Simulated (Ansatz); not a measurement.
**Relaxing ZrSe$_{2}$ in the CdI2 type**

First guess:

```xyz
3
Lattice="3.8045 0.0000 0.0000 -1.9023 3.2948 0.0000 0.0000 0.0000 6.0872" Properties=species:S:1:pos:R:3 pbc="T T T"
Zr    0.0000    0.0000    0.0000
Se    0.0000    2.1965    1.5218
Se    1.9023    1.0983    4.5654
```

All numbers below come from DFT, PBE, PAW with Ansatz's default frozen-core files, scalar-relativistic in Ansatz 0.2.0.

Cell and atoms relax within the symmetry of the start on a 11×11×6 k mesh with 0.08 eV Fermi–Dirac smearing.

The start is built from a prototype, known or not as a phase of this compound; the cutoff is 420 eV.

(1) What is the pressure of the first guess?

(2) What does it relax to?

(3) How much energy does the relaxation release?

## Answers

(1) 2.96 GPa.

(2) a = 3.797 Å, b = 3.797 Å, c = 6.793 Å, α = 90.00°, β = 90.00°, γ = 120.00° (conventional cell), 28.27 Å³ per atom:
```
CELL_PARAMETERS angstrom
3.79719 0.00000 0.00000
-1.89859 3.28846 0.00000
0.00000 0.00000 6.79277
ATOMIC_POSITIONS crystal
Zr 0.00000 0.00000 0.00000
Se 0.33333 0.66667 0.23319
Se 0.66667 0.33333 0.76681
```

(3) 21 meV/atom.
